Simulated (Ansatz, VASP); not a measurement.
## One calculation of SnTe, two programs

```
Sn Te
1.0
     0.00000    3.17228    3.15650
     3.15650    0.00000    3.15650
     3.15650    3.17228    0.00000
Sn Te
1 1
Direct
  0.00000 0.00000 0.00000
  0.50000 0.50000 0.50000
```

Change from the starting cell: strain +0.0050 x Voigt [0, 1, 0, 0, 0, 0], atoms carried along.

Alike in both runs: task single point; functional LDA; k mesh 10 × 10 × 10; occupations gaussian, width 0.03 eV; no spin polarisation.

```csv
,VASP,Ansatz
version,VASP 6.6.1,Ansatz 0.2.0
potentials or method,"VASP PAW LDA potentials, release 64 (Sn_d, Te)","scalar-relativistic, plane waves, PAW"
plane-wave cutoff (eV),520,420
valence electrons in the cell,20,30
```

|  | VASP | Ansatz | Ansatz less VASP |
| --- | --- | --- | --- |
| gap on the k mesh at the Fermi level (eV) | 0.09 | 0.08 | -0.013 |
| least direct gap on the mesh (eV) | 0.09 | 0.08 | -0.013 |
| pressure (GPa) | -1.9 | -1.9 | -0.03 |
| largest component of the traceless stress (GPa) | 0.39 | 0.39 | -0.003 |

The two sets of potentials don't hold the same shells in valence.

Caveats: spin-orbit coupling is left out, which moves the levels of the heavy elements.
